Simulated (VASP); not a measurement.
A run of VASP 6.6.1 is set up as follows.

Contents of INCAR:

```
SYSTEM = Y
ALGO = Normal
DIPOL = 0.5 0.5 0.500
EDIFF = 1E-6
ENCUT = 520
GGA = 91
IDIPOL = 3
ISIF = 2
ISMEAR = -1
LASPH = .True.
LCHARG = .True.
LDIPOL = .True.
LELF = .True.
LREAL = .False.
LVACPOTAV = .True.
LVHAR = .True.
LWAVE = .False.
NELM = 60
PREC = Accurate
SIGMA = 0.05
```

KPOINTS

```
k-points
0
Gamma
  8 8 1
  0 0 0
```

The input POSCAR:

```
Y
1.0
    3.6514992371      0.0000000000      0.0000000000
   -1.8257496186      3.1622911012      0.0000000000
    0.0000000000      0.0000000000     20.7474000000
Y
3
Direct
    0.3333333333      0.6666666666      0.3614910784
    0.6666666667      0.3333333334      0.5000000000
    0.3333333333      0.6666666666      0.6385089216
```

Potentials or basis: VASP PAW PBE potentials, release 64 (Y_sv).

Launch:

```console
$ cat potpaw_PBE.64/Y_sv/POTCAR > POTCAR
$ mpirun -np 1 vasp_std > vasp.out
```

Task: Predict the work function of the upper face.

Result: 3.30 eV.

Task: Estimate the work function of the lower face.

Result: 3.30 eV.

Task: What does it give for the band gap on the k mesh?

Result: None (metal or under the smearing width).

Task: What does it give for the largest force?

Result: 0.228 eV/Å.

Forces on the atoms (eV/Å):
```
Y    0.000  0.000  0.228
Y    0.000  0.000  0.000
Y    0.000  0.000 -0.228
```

Caveat: the PAW data sets were made with another functional, which shifts forces and pressure a little.
